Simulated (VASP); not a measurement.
# H in VASP: a series of runs

The runs below take H through single point, with r2SCAN+rVV10, optB86b-vdW, rev-vdW-DF2, LDA, PBEsol.

Program: VASP 6.6.1. These are calculated values, not measurements. Logs are shortened: lines on timing, memory, paths and dates and some standing lists are left out, and cuts for length are marked.

### Step 1. The molecule as given

The cell holds a molecule in a box, 1 atom: a = 10.500 Å, b = 11.000 Å, c = 11.500 Å, α = 90.00°, β = 90.00°, γ = 90.00°.

### Step 2. Single point, r2SCAN+rVV10, collinear spin, ferromagnetic start

The input, INCAR:

```
PREC = Accurate
ENCUT = 400
EDIFF = 1E-6
ISMEAR = 0
SIGMA = 0.01
LREAL = False
LASPH = True
NELM = 100
ALGO = Normal
ISIF = 2
LWAVE = False
LCHARG = False
ISPIN = 2
MAGMOM = 1.1
LORBIT = 11
NUPDOWN = 1
METAGGA = R2SCAN
LMIXTAU = True
LUSE_VDW = True
IVDW_NL = 2
BPARAM = 11.95
CPARAM = 0.0093
ISYM = 0
```

The input, KPOINTS:

```
Automatic mesh
0
Gamma
  1 1 1
```

The input, POSCAR:

```
H                                       
1.0
   10.5000000000      0.0000000000      0.0000000000
    0.0000000000     11.0000000000      0.0000000000
    0.0000000000      0.0000000000     11.5000000000
  H             
     1
Selective dynamics
Direct
     0.5000000000000000    0.5045454544999970    0.5000000000000000   F   F   F
```

Potentials or basis: VASP PAW PBE potentials, release 64 (H).

Run with:

```console
cat potpaw_PBE.64/H/POTCAR > POTCAR
mpirun -np 1 vasp_gam > vasp.out
```

OUTCAR:

```text
PREC = Accurate
   ENCUT = 400
   EDIFF = 1E-6
   ISMEAR = 0
   LREAL = False
   LASPH = True
   NELM = 100
   ISIF = 2
   ISPIN = 2
   LORBIT = 11
   NUPDOWN = 1
   METAGGA = R2SCAN
   IVDW_NL = 2
   BPARAM = 11.95
   ISYM = 0

 ion  position               nearest neighbor table
   1  0.500  0.505  0.500-

IMPORTANT INFORMATION: All symmetrisations will be switched off!
NOSYMM: (Re-)initialisation of all symmetry stuff for point group C_1.

----------------------------------------------------------------------------------------

                                     Primitive cell

  volume of cell :    1328.2500

  direct lattice vectors                    reciprocal lattice vectors
    10.500000000  0.000000000  0.000000000     0.095238095  0.000000000  0.000000000
     0.000000000 11.000000000  0.000000000     0.000000000  0.090909091  0.000000000
     0.000000000  0.000000000 11.500000000     0.000000000  0.000000000  0.086956522

  length of vectors
    10.500000000 11.000000000 11.500000000     0.095238095  0.090909091  0.086956522

  position of ions in fractional coordinates (direct lattice)
     0.500000000  0.504545454  0.500000000

  ion indices of the primitive-cell ions
   primitive index   ion index
                 1           1

----------------------------------------------------------------------------------------

 KPOINTS: Automatic mesh

Automatic generation of k-mesh.
 Grid dimensions read from file:
 generate k-points for:    1    1    1

 Generating k-lattice:

  Cartesian coordinates                     Fractional coordinates (reciprocal lattice)
     0.095238095  0.000000000  0.000000000     1.000000000  0.000000000  0.000000000
     0.000000000  0.090909091  0.000000000     0.000000000  1.000000000  0.000000000
     0.000000000  0.000000000  0.086956522     0.000000000  0.000000000  1.000000000

  Length of vectors
     0.095238095  0.090909091  0.086956522

  Shift w.r.t. Gamma in fractional coordinates (k-lattice)
     0.000000000  0.000000000  0.000000000

 Subroutine IBZKPT returns following result:
 ===========================================

 Found      1 irreducible k-points:

 Following reciprocal coordinates:
            Coordinates               Weight
  0.000000  0.000000  0.000000      1.000000
   k-points           NKPTS =      1   k-points in BZ     NKDIM =      1   number of bands    NBANDS=      5
   number of dos      NEDOS =    301   number of ions     NIONS =      1
   total plane-waves  NPLWV = 403200
   dimension x,y,z NGX =    70 NGY =   72 NGZ =   80
   dimension x,y,z NGXF=   140 NGYF=  144 NGZF=  160
   ions per type =               1
   NGX,Y,Z   is equivalent  to a cutoff of  11.08, 10.88, 11.56 a.u.
   NGXF,Y,Z  is equivalent  to a cutoff of  22.17, 21.76, 23.13 a.u.
 SYSTEM =  unknown system
   PREC   = accura    normal or accurate (medium, high low for compatibility)
   ISTART =      0    job   : 0-new  1-cont  2-samecut
   ICHARG =      2    charge: 1-file 2-atom 10-const
   ISPIN  =      2    spin polarized calculation?
   LNONCOLLINEAR =      F non collinear calculations
   LSORBIT =      F    spin-orbit coupling
   LASPH  =      T    aspherical Exc in radial PAW
   ENCUT  =  400.0 eV  29.40 Ry    5.42 a.u.  17.12 17.94 18.75*2*pi/ulx,y,z
   NELM   =    100;   NELMIN=  2; NELMDL= -5     # of ELM steps
   EDIFF  = 0.1E-05   stopping-criterion for ELM
   LREAL  =      F    real-space projection
   EDIFFG = 0.1E-04   stopping-criterion for IOM
   NSW    =      0    number of steps for IOM
   IBRION =     -1    ionic relax: 0-MD 1-quasi-New 2-CG
   NFREE  =      0    steps in history (QN), initial steepest desc. (CG)
   ISIF   =      2    stress and relaxation
   ISYM   =      0    0-nonsym 1-usesym 2-fastsym
   POTIM  = 0.5000    time-step for ionic-motion
   TEBEG  =    0.0;   TEEND  =   0.0 temperature during run
   PSTRESS=    0.0 pullay stress
   NELECT =       1.0000    total number of electrons
   NUPDOWN=       1.0000    fix difference up-down
   EMIN   =  10.00;   EMAX   =-10.00  energy-range for DOS
   EFERMI =   0.00;   METHOD = LEGACY
   ISMEAR =     0;   SIGMA  =   0.01  broadening in eV -4-tet -1-fermi 0-gaus
   EFERMI_NEDOS =   21; number of points for ismear=-14 and -15
   IALGO  =     38    algorithm
   IMIX   =      4    mixing-type and parameters
     AMIX     =   0.40;   BMIX     =  1.00
     AMIX_MAG =   1.60;   BMIX_MAG =  1.00
  volume/ion in A,a.u.               =    1328.25      8963.47
  Fermi-wavevector in a.u.,A,eV,Ry     =   0.148930  0.281436  0.301778  0.022180
  Thomas-Fermi vector in A             =   0.822895
   LORBIT       =     11    0 simple, 1 ext, 2 COOP (PROOUT), +10 PAW based schemes
   METAGGA = R2SCAN    functional components
   LHFCALC =     F    Hartree Fock is set to
   AEXX    =    0.0000 exact exchange contribution
   IVDW_NL    =     2    kernel type
   BPARAM     =11.9500
   IVDW    =     0    specifies the selected vdW correction
   LEPSILON=     F    determine dielectric tensor
   LRPA    =     F    only Hartree local field effects (RPA)
 spin polarized calculation
 Gauss-broadening in eV      SIGMA  =   0.01
  energy-cutoff  :      400.00
  volume of cell :     1328.25
 maximum number of plane-waves:     12033
 NGX is ok and might be reduce to    70
   NGX = 35   NGY = 35   NGZ = 37

 number of electron       1.0000001 magnetization       0.9999971

 Free energy of the ion-electron system (eV)
  ---------------------------------------------------
  ext. energy  EPLUGINS =         0.00000000
  ---------------------------------------------------
  free energy    TOTEN  =        -1.07517891 eV

  energy without entropy =       -1.07517891  energy(sigma->0) =       -1.07517891

 E-fermi :  -8.4378     XC(G=0):  -0.2070

 val. band max:       -7.9579824989   @ k =   0.0000   0.0000   0.0000
 cond. band min:      -1.6923900378   @ k =   0.0000   0.0000   0.0000
 fundamental gap:      6.2655924611
 Fermi energy:        -7.9032165220

 spin component 1

 k-point     1 :       0.0000    0.0000    0.0000
  band No.  band energies     occupation
      1      -7.9580      1.00000
      2       0.1541      0.00000
      3       1.2001      0.00000
      4       1.2637      0.00000
      5       1.2982      0.00000
 Fermi energy:        -8.4377633103

 spin component 2

 k-point     1 :       0.0000    0.0000    0.0000
  band No.  band energies     occupation
      1      -1.6924      0.00000
      2      -0.0861      0.00000
      3       0.0272      0.00000
      4       0.0698      0.00000
      5       0.8089      0.00000

------------------------ aborting loop because EDIFF is reached ----------------------------------------

  FORCE on cell =-STRESS in cart. coord.  units (eV):
  Direction    XX          YY          ZZ          XY          YZ          ZX
  --------------------------------------------------------------------------------------
  -------------------------------------------------------------------------------------
  Total       -0.0461862     -0.0463321     -0.0462711     -0.0000001      0.0000001      0.0000000
  in kB       -0.0557113     -0.0558872     -0.0558137     -0.0000001      0.0000001      0.0000000
  external PRESSURE =      -0.0558041 kB  Pullay stress =       0.0000000 kB

 VOLUME and BASIS-vectors are now :
 -----------------------------------------------------------------------------
  energy-cutoff  :      400.00
  volume of cell :     1328.25
      direct lattice vectors                 reciprocal lattice vectors
    10.500000000  0.000000000  0.000000000     0.095238095  0.000000000  0.000000000
     0.000000000 11.000000000  0.000000000     0.000000000  0.090909091  0.000000000
     0.000000000  0.000000000 11.500000000     0.000000000  0.000000000  0.086956522

 POSITION                                       TOTAL-FORCE (eV/Angst)
 -----------------------------------------------------------------------------------
      5.25000      5.55000      5.75000        -0.000000     -0.000805      0.000000
 -----------------------------------------------------------------------------------
    total drift:                               -0.000000     -0.000805      0.000000

  FREE ENERGIE OF THE ION-ELECTRON SYSTEM (eV)
  ---------------------------------------------------
  free  energy   TOTEN  =        -1.0751789078 eV

  energy  without entropy=       -1.0751789078  energy(sigma->0) =       -1.07517891

 total charge

# of ion       s       p       d       tot
------------------------------------------
    1        0.384   0.000   0.000   0.384

 magnetization (x)

# of ion       s       p       d       tot
------------------------------------------
    1        0.384   0.000   0.000   0.384
```

Wall time 14 min (1 thread of Intel Xeon 6975P-C (Granite Rapids), shared host); peak memory 2.7 GiB.

Results:

- Free energy: -1.0752 eV
- Net moment: 1.00 μB per cell
- Site moments: H +0.38 μB
- Valence electrons inside the program's atomic spheres: H 0.38

Caveat: the PAW data sets were made with another functional, which shifts forces and pressure a little; the total moment is fixed, so each spin has its own Fermi level.

### Step 3. Single point, optB86b-vdW, collinear spin, ferromagnetic start

Changes to INCAR since step 2:

```diff
@@ -16,8 +16,7 @@
 NUPDOWN = 1
-METAGGA = R2SCAN
-LMIXTAU = True
+GGA = MK
 LUSE_VDW = True
-IVDW_NL = 2
-BPARAM = 11.95
-CPARAM = 0.0093
+AGGAC = 0.0
+PARAM1 = 0.1234
+PARAM2 = 1.0
 ISYM = 0
```

KPOINTS is that of step 2.

POSCAR is that of step 2.

Potentials or basis: VASP PAW PBE potentials, release 64 (H).

Run with:

```console
cat potpaw_PBE.64/H/POTCAR > POTCAR
mpirun -np 1 vasp_gam > vasp.out
```

It took 8 min on 1 thread of Intel Xeon 6975P-C (Granite Rapids), shared host; peak memory 2.8 GiB.

The run converged. Its results:

```
Free energy                                           : -0.8296 eV
Net moment                                            : 1.00 μB per cell
Site moments                                          : H +0.38 μB
Valence electrons inside the program's atomic spheres : H 0.38
```

Caveat: the PAW data sets were made with another functional, which shifts forces and pressure a little; the total moment is fixed, so each spin has its own Fermi level.

(Continued in part 2 of 2.)
